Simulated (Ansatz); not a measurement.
Input and command of a plane-wave DFT calculation in Ansatz:

```yaml
crystal:
  lattice:
    - [0.0, 1.93007325, 1.8445035]
    - [1.93007325, 0.0, 1.8445035]
    - [1.93007325, 1.93007325, 0.0]
  atoms:
    - { symbol: Rh, position: [0.0, 0.0, 0.0] }
basis:
  ecutwfc: 420
kpoints:
  mp_grid: { grid: [22, 22, 22] }
hamiltonian:
  xc: pbe
scf:
  occupations: { method: gaussian, width: 0.15 }
output:
  forces: true
  stress: true
  eigenvalues: true
```

```bash
ansatz run input.yaml --threads 1 --pin off --max-ram 2560MiB --backend cpu --events-out ev --progress --plain --runs-dir out
```

Processor: Intel(R) Xeon(R) Processor @ 2.50GHz (Skylake/Cascade Lake), 1 thread, on a host shared with other jobs.

How long does it run, and how much memory does it take?

About 21 s on 1 thread of Intel(R) Xeon(R) Processor @ 2.50GHz (Skylake/Cascade Lake), with other jobs on the host, peak memory 0.44 GiB. It solves 13 bands at 834 k points (the mesh reduced by symmetry) with about 275 plane waves, in 6 SCF iterations.
